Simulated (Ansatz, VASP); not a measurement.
## Two plane-wave programs on WC

Contents of INCAR:

```
SYSTEM = WC
PREC = Accurate
ENCUT = 600
EDIFF = 1E-6
ISMEAR = -1
SIGMA = 0.1
LREAL = .False.
LASPH = .True.
NELM = 100
ALGO = Normal
ISIF = 3
LWAVE = .False.
LCHARG = .False.
IBRION = 2
NSW = 80
EDIFFG = -0.01
```

KPOINTS

```
regular mesh
0
Gamma
  11 11 11
  0 0 0
```

Contents of POSCAR:

```
WC
1.0
    0.0000000000      2.1926840000      2.1926840000
    2.1926840000      0.0000000000      2.1926840000
    2.1926840000      2.1926840000      0.0000000000
W C
1 1
Direct
    0.0000000000      0.0000000000      0.0000000000
    0.5000000000      0.5000000000      0.5000000000
```

Input for Ansatz:

```yaml
crystal:
  lattice:
    - [0.0, 2.192684, 2.192684]
    - [2.192684, 0.0, 2.192684]
    - [2.192684, 2.192684, 0.0]
  atoms:
    - { symbol: W, position: [0.0, 0.0, 0.0] }
    - { symbol: C, position: [0.5, 0.5, 0.5] }
basis:
  ecutwfc: 517.016338673772
kpoints:
  mp_grid:
    grid: [11, 11, 11]
hamiltonian:
  xc: lda
  dispersion: none
scf:
  convergence:
    dr2_threshold: 1.0e-09
  occupations:
    method: fermi_dirac
    width: 0.1
relax:
  f_tol: 0.01
  cell: {}
```

Measurements of this composition are mostly on another form, of space group No. 187.

Alike in both runs: task relaxation of cell and atoms; functional LDA; k mesh 11 × 11 × 11; occupations fermi-dirac, width 0.1 eV; no spin polarisation.

|  | VASP | Ansatz |
| --- | --- | --- |
| version | VASP 6.6.1 | Ansatz 0.2.0 |
| potentials or method | VASP PAW LDA potentials, release 64 (W_sv, C) | plane waves, PAW |
| plane-wave cutoff (eV) | 600 | 517 |
| valence electrons in the cell | 18 | 18 |

VASP gave:

* relaxed volume (Å³/atom): 10.16
* relaxed cell length with the largest relative difference (Å): 3.063
* energy change over the relaxation (meV/atom): -17

Task: What did Ansatz give for the same quantities?

Result: Relaxed volume (Å³/atom): 10.10; relaxed cell length with the largest relative difference (Å): 3.057; energy change over the relaxation (meV/atom): -22.

Ansatz warned: «stress_scf_threshold_loose».

 The runs have no spin-orbit coupling, so splittings on W are missing.
